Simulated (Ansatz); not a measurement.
SnO2: what symmetry allows forces and stress to be

```yaml
crystal:
  lattice:
    - [1.69816, 0.75999, 4.99392]
    - [-1.69816, 0.75999, 4.99392]
    - [0.00000, -2.09605, 5.10595]
  atoms:
    - { symbol: Sn, position: [0.51870, 0.48130, 0.50000] }
    - { symbol: O, position: [0.23628, 0.25498, 0.22874] }
    - { symbol: O, position: [0.74502, 0.76372, 0.77126] }
```

The calculation used DFT PBEsol, scalar-relativistic, plane waves, PAW (Ansatz).

Settings: cutoff 420 eV, Γ-centred mesh 12×12×12 on the computed 3-atom cell, Gaussian smearing of 0.02 eV; no spin polarisation.

This distorted cell has space group C2, with 2 operations.

Q: Without a calculation: in which directions can each atom feel a force?

A: A force must be left unchanged by every operation that keeps its atom in place, so it lies in the space that those operations leave fixed. Atoms that the group maps onto each other feel forces of one size.
```
atom site symmetry operations at the site equivalent to atom allowed force (Cartesian)
 Sn1              2                       2                   1   along (1.00, 0.00, 0.00)
  O2              1                       1                   2              any direction
  O3              1                       1                   2              any direction
```

That leaves 4 independent force components of 9, tied by 1 condition that the forces sum to zero, so 3 remain. A relaxation in this cell that keeps the symmetry moves the atoms in these directions alone.

Q: And the stress tensor?

A: It must be invariant under the point group, which leaves 4 independent components: xz, xy vanish.

Q: Do the computed values obey this?

A: Yes. Forces (eV/Å):
```
Sn1 -0.596  0.000  0.000
O2   0.298  0.363 -1.710
O3   0.298 -0.363  1.710
```

Stress (GPa, compression positive, xx yy zz yz xz xy): -21.80 -16.53 -13.26 3.77 0.00 0.00. The program imposes the same operations on density, forces and stress, so this confirms the analysis and is no independent test of the calculation.

The cell holds layers, and where no dispersion correction was added their binding is poorly described.

This form isn't the usual stable structure of the compound.